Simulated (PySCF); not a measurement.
Geometries of 3 isomers of C2H4O2, from PySCF 2.14.0, PBE0-D3(BJ)/def2-SVP geometry optimisation, gas phase. One conformer each, no zero-point energy, no frequencies.

Question: Which isomer lies lowest at this level?
A.
```xyz
8
angstrom
C     -0.921   -0.034   -0.272
C      0.467    0.297    0.187
O      0.846    1.377    0.553
O      1.272   -0.778    0.164
H     -1.416   -0.653    0.492
H     -1.490    0.891   -0.416
H     -0.891   -0.622   -1.200
H      2.133   -0.478    0.493
```
B.
```xyz
8
angstrom
O      0.518   -1.564   -0.554
C      0.670   -0.652    0.219
C     -0.202    0.568    0.161
O     -1.136    0.482   -0.850
H      1.462   -0.673    1.006
H      0.470    1.446    0.047
H     -0.669    0.685    1.163
H     -0.976   -0.377   -1.275
```
C.
```xyz
8
angstrom
C     -1.007   -0.157    0.101
O      0.302   -0.661    0.321
C      1.299    0.117   -0.089
O      1.177    1.186   -0.615
H     -1.152    0.111   -0.956
H     -1.699   -0.955    0.392
H     -1.187    0.740    0.713
H      2.266   -0.380    0.133
```

Answer: A. That is `CC(=O)O`, 17.0 kcal/mol below the next.

| SMILES | atoms numbered as above | E (Eh) | relative (kcal/mol) | relative (kJ/mol) | dipole (D) |
| --- | --- | --- | --- | --- | --- |
| CC(=O)O | [CH3:1][C:2](=[O:3])[OH:4] | -228.66932 | 0.0 | 0.0 | 1.65 |
| COC=O | [CH3:1][O:2][CH:3]=[O:4] | -228.64218 | 17.0 | 71.3 | 1.82 |
| O=CCO | [O:1]=[CH:2][CH2:3][OH:4] | -228.62149 | 30.0 | 125.6 | 2.32 |

As drawn, the lowest has a C(=O)–O unit, which the highest lacks.
